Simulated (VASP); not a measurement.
# C (P6_3/mmc) in VASP: further runs

One crystal, C, is run at these levels: rev-vdW-DF2, PBE+D3(BJ); tasks: phonons, elastic constants.

Program: VASP 6.6.1. These are calculated values, not measurements. Logs are shortened: lines on timing, memory, paths and dates and some standing lists are left out, and cuts for length are marked.

## Step 1: Starting point

Symmetry: P6_3/mmc, No. 194, hexagonal system. Conventional cell: a = 2.465 Å, b = 2.465 Å, c = 6.560 Å, α = 90.00°, β = 90.00°, γ = 120.00°. C (site symmetry -6m2) has 3 C at 1.42 Å as nearest neighbours. C (site symmetry -6m2) has 3 C at 1.42 Å as nearest neighbours.

## Step 2: Phonons, rev-vdW-DF2

The input, POSCAR:

```
C
1.0
    2.4646916585      0.0000000000     -0.0000000000
   -1.2323458292      2.1344855888     -0.0000000000
   -0.0000000000     -0.0000000000      6.5602930727
  C
     4
Direct
     0.0000000000000000    0.0000000000000000    0.2500000000000000
     1.0000000000000000    0.0000000000000000    0.7500000000000000
     0.3333333300000021    0.6666666699999979    0.2500000000000000
     0.6666666699999979    0.3333333300000021    0.7500000000000000
```

The input, INCAR.step1:

```
AGGAC = 0.0
ALGO = Fast
EDIFF = 1E-8
EDIFFG = -0.002
ENCUT = 600
GGA = MK
IBRION = 2
ISIF = 3
ISMEAR = 0
KPAR = 2
LASPH = True
LCHARG = False
LREAL = False
LUSE_VDW = True
LWAVE = False
NELM = 80
NSW = 40
PARAM1 = 0.1234
PARAM2 = 0.711357
PREC = Accurate
SIGMA = 0.03
ZAB_VDW = -1.8867
```

The input, INCAR.step2:

```
AGGAC = 0.0
ALGO = Fast
EDIFF = 1E-8
ENCUT = 600
GGA = MK
IBRION = 6
ISIF = 2
ISMEAR = 0
KPAR = 2
LASPH = True
LCHARG = False
LREAL = False
LUSE_VDW = True
LWAVE = False
NELM = 80
NFREE = 2
NSW = 1
PARAM1 = 0.1234
PARAM2 = 0.711357
POTIM = 0.015
PREC = Accurate
SIGMA = 0.03
ZAB_VDW = -1.8867
```

The input, KPOINTS:

```
k-points
0
Gamma
  12 12 4
```

Potentials or basis: VASP PAW PBE potentials, release 64 (C).

Run with:

```console
cat potpaw_PBE.64/C/POTCAR > POTCAR
cp INCAR.step1 INCAR
mpirun -np 2 vasp_std > vasp.out
cp CONTCAR POSCAR
cp INCAR.step2 INCAR
mpirun -np 2 vasp_std > vasp.out
```

OUTCAR:

```text
EDIFF = 1E-8
   ENCUT = 600
   GGA = MK
   IBRION = 6
   ISIF = 2
   ISMEAR = 0
   LASPH = True
   LREAL = False
   NELM = 80
   NFREE = 2
   NSW = 1
   POTIM = 0.015
   PREC = Accurate

 ion  position               nearest neighbor table
   1  0.000  0.000  0.250-   3 1.42   3 1.42   3 1.42
   2  0.000  0.000  0.750-   4 1.42   4 1.42   4 1.42
   3  0.333  0.667  0.250-   1 1.42   1 1.42   1 1.42
   4  0.667  0.333  0.750-   2 1.42   2 1.42   2 1.42

  LATTYP: Found a hexagonal cell.
 ALAT       =     2.4646430070
 C/A-ratio  =     2.6659488790

  Lattice vectors:

 A1 = (   2.4646430070,  -0.0000000000,   0.0000000000)
 A2 = (  -1.2323215034,   2.1344434553,   0.0000000000)
 A3 = (   0.0000000000,   0.0000000000,   6.5706122616)

Analysis of symmetry for initial positions (statically):
=====================================================================
 Subroutine PRICEL returns:
 Original cell was already a primitive cell.

 Routine SETGRP: Setting up the symmetry group for a
 hexagonal supercell.

 Subroutine GETGRP returns: Found 24 space group operations
 (whereof 12 operations were pure point group operations)
 out of a pool of 24 trial point group operations.

The static configuration has the point symmetry D_3d.
 The point group associated with its full space group is D_6h.

Analysis of symmetry for dynamics (positions and initial velocities):
=====================================================================
 Subroutine PRICEL returns:
 Original cell was already a primitive cell.

 Routine SETGRP: Setting up the symmetry group for a
 hexagonal supercell.

 Subroutine GETGRP returns: Found 24 space group operations
 (whereof 12 operations were pure point group operations)
 out of a pool of 24 trial point group operations.

The dynamic configuration has the point symmetry D_3d.
 The point group associated with its full space group is D_6h.

 Subroutine INISYM returns: Found 24 space group operations
 (whereof 12 operations are pure point group operations),
 and found     1 'primitive' translations

----------------------------------------------------------------------------------------

                                     Primitive cell

  volume of cell :      34.5656

  direct lattice vectors                    reciprocal lattice vectors
     2.464643007 -0.000000000  0.000000000     0.405738274  0.234253102  0.000000000
    -1.232321503  2.134443455  0.000000000     0.000000000  0.468506204  0.000000000
     0.000000000  0.000000000  6.570612262     0.000000000  0.000000000  0.152192819

  length of vectors
     2.464643007  2.464643007  6.570612262     0.468506204  0.468506204  0.152192819

  position of ions in fractional coordinates (direct lattice)
     0.000000000  0.000000000  0.250000000
     0.000000000  0.000000000  0.750000000
     0.333333330  0.666666670  0.250000000
     0.666666670  0.333333330  0.750000000

  ion indices of the primitive-cell ions
   primitive index   ion index
                 1           1
                 2           2
                 3           3
                 4           4

----------------------------------------------------------------------------------------

 KPOINTS: k-points

Automatic generation of k-mesh.
 Grid dimensions read from file:
 generate k-points for:   12   12    4

 Generating k-lattice:

  Cartesian coordinates                     Fractional coordinates (reciprocal lattice)
[... 75 lines left out ...]
   ISMEAR =     0;   SIGMA  =   0.03  broadening in eV -4-tet -1-fermi 0-gaus
   EFERMI_NEDOS =   21; number of points for ismear=-14 and -15
   IALGO  =     68    algorithm
   IMIX   =      4    mixing-type and parameters
     AMIX     =   0.40;   BMIX     =  1.00
     AMIX_MAG =   1.60;   BMIX_MAG =  1.00
  volume/ion in A,a.u.               =       8.64        58.32
  Fermi-wavevector in a.u.,A,eV,Ry     =   1.266388  2.393126 21.820174  1.603738
  Thomas-Fermi vector in A             =   2.399591
   LORBIT       =      0    0 simple, 1 ext, 2 COOP (PROOUT), +10 PAW based schemes
   GGA     = MK    functional components
   LHFCALC =     F    Hartree Fock is set to
   AEXX    =    0.0000 exact exchange contribution
   IVDW_NL    =     1    kernel type
   BPARAM     = 6.3000
   IVDW    =     0    specifies the selected vdW correction
   LEPSILON=     F    determine dielectric tensor
   LRPA    =     F    only Hartree local field effects (RPA)
 finite differences with symmetry
 non-spin polarized calculation
 RMM-DIIS sequential band-by-band and
 Gauss-broadening in eV      SIGMA  =   0.03
  energy-cutoff  :      600.00
  volume of cell :       34.57
 maximum number of plane-waves:      1191
 NGX is ok and might be reduce to    20
   NGX =  9   NGY =  9   NGZ = 27

--------------------------------------- Ionic step        1  -------------------------------------------

 number of electron      16.0000001 magnetization

 Free energy of the ion-electron system (eV)
  ---------------------------------------------------
  ext. energy  EPLUGINS =         0.00000000
  ---------------------------------------------------
  free energy    TOTEN  =       -33.16032030 eV

  energy without entropy =      -33.15983609  energy(sigma->0) =      -33.16007820

------------------------ aborting loop because EDIFF is reached ----------------------------------------

  FORCE on cell =-STRESS in cart. coord.  units (eV):
  Direction    XX          YY          ZZ          XY          YZ          ZX
  --------------------------------------------------------------------------------------
  -------------------------------------------------------------------------------------
  Total        0.0030574      0.0030574     -0.0010531      0.0000000     -0.0000000      0.0000000
  in kB        0.1417165      0.1417165     -0.0488138      0.0000000     -0.0000000      0.0000000
  external PRESSURE =       0.0782064 kB  Pullay stress =       0.0000000 kB
[... 307 lines left out ...]
--------------------------------------- Ionic step        9  -------------------------------------------

 number of electron      16.0000001 magnetization

 Free energy of the ion-electron system (eV)
  ---------------------------------------------------
  ext. energy  EPLUGINS =         0.00000000
  ---------------------------------------------------
  free energy    TOTEN  =       -33.15846379 eV

  energy without entropy =      -33.15798137  energy(sigma->0) =      -33.15822258

 E-fermi :   4.7579     XC(G=0): -10.6725

 val. band max:        4.7538504915   @ k =   0.3333   0.3333   0.5000
 cond. band min:       4.7579771216   @ k =   0.3333   0.3333   0.2500
 fundamental gap:      0.0041266301
 Fermi energy:         4.7579440526

 k-point     1 :       0.0000    0.0000    0.0000
  band No.  band energies     occupation
      1     -14.8307      2.00000
      2     -14.4656      2.00000
      3      -3.8870      2.00000
      4      -1.6263      2.00000
      5       1.7125      2.00000
      6       1.7125      2.00000
      7       1.7357      2.00000
      8       1.7357      2.00000
      9       8.9413      0.00000
     10      13.1188      0.00000
     11      13.1363      0.00000
     12      13.1830      0.00000
[... 331 lines left out ...]
 k-point    24 :       0.3333   -0.0000    0.2500
  band No.  band energies     occupation
      1     -12.1817      2.00000
      2     -11.9635      2.00000
      3      -4.8623      2.00000
      4      -4.7466      2.00000
      5      -1.0218      2.00000
      6      -0.9759      2.00000
      7      -0.5155      2.00000
      8       0.8495      2.00000
      9       9.2998      0.00000
     10      10.0652      0.00000
     11      12.4032      0.00000
     12      12.5883      0.00000

 [... further k-points ...]

------------------------ aborting loop because EDIFF is reached ----------------------------------------

  FORCE on cell =-STRESS in cart. coord.  units (eV):
  Direction    XX          YY          ZZ          XY          YZ          ZX
  --------------------------------------------------------------------------------------
  -------------------------------------------------------------------------------------
  Total        0.0027947      0.0027947     -0.0044220      0.0000000      0.0000000      0.0000000
  in kB        0.1295408      0.1295408     -0.2049678      0.0000000      0.0000000      0.0000000
  external PRESSURE =       0.0180379 kB  Pullay stress =       0.0000000 kB
[... 23 lines left out ...]
  energy  without entropy=      -33.1579813720  energy(sigma->0) =      -33.15822258

Total vdW correction in eV:      2.0981584

 INTERNAL STRAIN TENSORS FROM DISPLACED ATOMS
 ============================================

 INTERNAL STRAIN TENSOR FOR ION    1 for displacements in x,y,z  (eV/Angst):
          X           Y           Z          XY          YZ          ZX
  --------------------------------------------------------------------------------
  x    -0.00000     0.00000     0.00000    -8.67857     0.00000     0.00000
  y    -8.67857     8.67857     0.00000     0.00000     0.00000     0.00000
  z     0.00000     0.00000     0.00000     0.00000     0.00000     0.00000

 INTERNAL STRAIN TENSOR FOR ION    4 for displacements in x,y,z  (eV/Angst):
          X           Y           Z          XY          YZ          ZX
  --------------------------------------------------------------------------------
  x    -0.00000     0.00000    -0.00000    -9.09254     0.00000     0.00000
  y    -9.09254     9.09254     0.00000     0.00000     0.00000     0.00000
  z    -0.00000     0.00000     0.00000    -0.00000     0.00000    -0.00000

 Eigenvectors and eigenvalues of the dynamical matrix
 ----------------------------------------------------

   1 f  =   45.623818 THz   286.662900 2PiTHz 1521.846741 cm-1   188.684863 meV
             X         Y         Z           dx          dy          dz
      0.000000  0.000000  1.642653     0.207532    0.454936    0.000000
      0.000000  0.000000  4.927959     0.207532    0.454936   -0.000000
     -0.000000  1.422962  1.642653    -0.207502   -0.454870    0.000000
      1.232322  0.711481  4.927959    -0.207502   -0.454870   -0.000000
[... 71 lines left out ...]
  12 f/i=    1.094329 THz     6.875873 2PiTHz   36.502891 cm-1     4.525780 meV
             X         Y         Z           dx          dy          dz
      0.000000  0.000000  1.642653    -0.205079   -0.455244    0.000000
      0.000000  0.000000  4.927959     0.205079    0.455244    0.000000
     -0.000000  1.422962  1.642653    -0.205651   -0.456512    0.000000
      1.232322  0.711481  4.927959     0.205651    0.456512    0.000000

 ELASTIC MODULI CONTR FROM IONIC RELAXATION (kBar)
 Direction    XX          YY          ZZ          XY          YZ          ZX
 --------------------------------------------------------------------------------
 XX        -143.7757    143.7757      0.0000     -0.0000      0.0000      0.0000
 YY         143.7757   -143.7757     -0.0000     -0.0000      0.0000     -0.0000
 ZZ           0.0000     -0.0000     -0.0000     -0.0000      0.0000      0.0000
 XY          -0.0000     -0.0000     -0.0000   -143.7757      0.0000      0.0000
 YZ           0.0000      0.0000      0.0000      0.0000      0.0000      0.0000
 ZX           0.0000     -0.0000      0.0000      0.0000      0.0000     -0.0000
 --------------------------------------------------------------------------------
```

Wall time 9.7 min (2 MPI ranks of Intel Xeon Platinum 8559C (Emerald Rapids), shared host); peak memory 0.42 GiB.

What came out:

| Quantity | Value |
| --- | --- |
| Relaxed volume | 8.64 Å³/atom |
| Relaxed cell | a = 2.465 Å, b = 2.465 Å, c = 6.571 Å, α = 90.00°, β = 90.00°, γ = 120.00° |
| Space group after relaxing (to 0.05 Å) | P6_3/mmc (No. 194) |
| Highest phonon frequency at Γ | 1522 cm⁻¹ |
| Most unstable mode | 37i cm⁻¹ |

Final structure:
```
C
1.0
     2.46464    0.00000    0.00000
    -1.23232    2.13444    0.00000
     0.00000    0.00000    6.57061
C
4
Cartesian
  0.0000 0.0000 1.6427
  0.0000 0.0000 4.9280
  0.0000 1.4230 1.6427
  1.2323 0.7115 4.9280
```

Phonon frequencies in cm⁻¹ (negative: imaginary):
| q point | frequencies |
| --- | --- |
| (0.000, 0.000, 0.000) | -37 -37 0 0 0 110 844 860 1518 1518 1522 1522 |

Caveat: some modes are imaginary; the PAW data sets were made with another functional, which shifts forces and pressure a little.

## Step 3: Elastic constants, PBE+D3(BJ)

This run uses another cell than the first one, of 8.79 Å³/atom, 1.019 times its volume.

The input, POSCAR:

```
C
1.0
    2.4653911126     -0.0000000000      0.0000000000
   -1.2326955564      2.1350913339     -0.0000000000
    0.0000000000      0.0000000000      6.6815898888
  C
     4
Direct
     0.0000000000000000    0.0000000000000000    0.2500000000000000
     0.0000000000000000    1.0000000000000000    0.7500000000000000
     0.3333333300000021    0.6666666699999979    0.2500000000000000
     0.6666666699999979    0.3333333300000021    0.7500000000000000
```

The input, INCAR.step1:

```
SYSTEM = C
PREC = Accurate ; ENCUT = 600
EDIFF = 1E-8 ; ISMEAR = 0
SIGMA = 0.03 ; LREAL = .FALSE.
LASPH = .TRUE. ; NELM = 80
ALGO = Fast ; ISIF = 3
LWAVE = .FALSE. ; LCHARG = .FALSE.
GGA = PE ; IVDW = 12
KPAR = 2 ; IBRION = 2
NSW = 40 ; EDIFFG = -0.002
```

The input, INCAR.step2:

```
SYSTEM = C
PREC = Accurate ; ENCUT = 600
EDIFF = 1E-8 ; ISMEAR = 0
SIGMA = 0.03 ; LREAL = .FALSE.
LASPH = .TRUE. ; NELM = 80
ALGO = Fast ; ISIF = 3
LWAVE = .FALSE. ; LCHARG = .FALSE.
GGA = PE ; IVDW = 12
KPAR = 2 ; IBRION = 6
NFREE = 2 ; POTIM = 0.015
NSW = 1
```

The input, KPOINTS:

```
regular mesh
0
G
  12 12 4
  0 0 0
```

Potentials or basis: VASP PAW PBE potentials, release 64 (C).

Run with:

```console
cat potpaw_PBE.64/C/POTCAR > POTCAR
cp INCAR.step1 INCAR
mpirun -np 2 vasp_std > vasp.out
cp CONTCAR POSCAR
cp INCAR.step2 INCAR
mpirun -np 2 vasp_std > vasp.out
```

Run time: 4.4 min. Hardware: 2 MPI ranks of Intel Xeon 6975P-C (Granite Rapids), shared host; peak memory 0.31 GiB.

The run converged. Its results:

```
Relaxed volume                         : 8.77 Å³/atom
Relaxed cell                           : a = 2.465 Å, b = 2.465 Å, c = 6.664 Å, α = 90.00°, β = 90.00°, γ = 120.00°
Space group after relaxing (to 0.05 Å) : P6_3/mmc (No. 194)
Voigt bulk modulus                     : 296 GPa
Highest phonon frequency at Γ          : 1520 cm⁻¹
Most unstable mode                     : 37i cm⁻¹
Dispersion energy per atom             : -0.158 eV
```

Final structure:
```
C
1.0
     2.46530    0.00000    0.00000
    -1.23265    2.13501    0.00000
     0.00000    0.00000    6.66367
C
4
Direct
  0.00000 0.00000 0.25000
  0.00000 0.00000 0.75000
  0.33333 0.66667 0.25000
  0.66667 0.33333 0.75000
```

Phonon frequencies in cm⁻¹ (negative: imaginary):
```
              q point                                    frequencies
(0.000, 0.000, 0.000)  -37 -37 0 0 0 102 857 869 1517 1517 1520 1520
```

Elastic tensor in Voigt notation (GPa, in the Cartesian axes of the cell as first typed):
```
1076  245   -5    0    0    0
 245 1076   -5    0    0    0
  -5   -5   37    0    0    0
   0    0    0   -7    0    0
   0    0    0    0   -7    0
   0    0    0    0    0  415
```

Clamped-ion elastic tensor (GPa):
```
1090  232   -5    0    0    0
 232 1090   -5    0    0    0
  -5   -5   37    0    0    0
   0    0    0   -7    0    0
   0    0    0    0   -7    0
   0    0    0    0    0  429
```

Caveat: some modes are imaginary; the elastic tensor has a negative eigenvalue, so either the cell is unstable as it stands or the mesh is too thin.
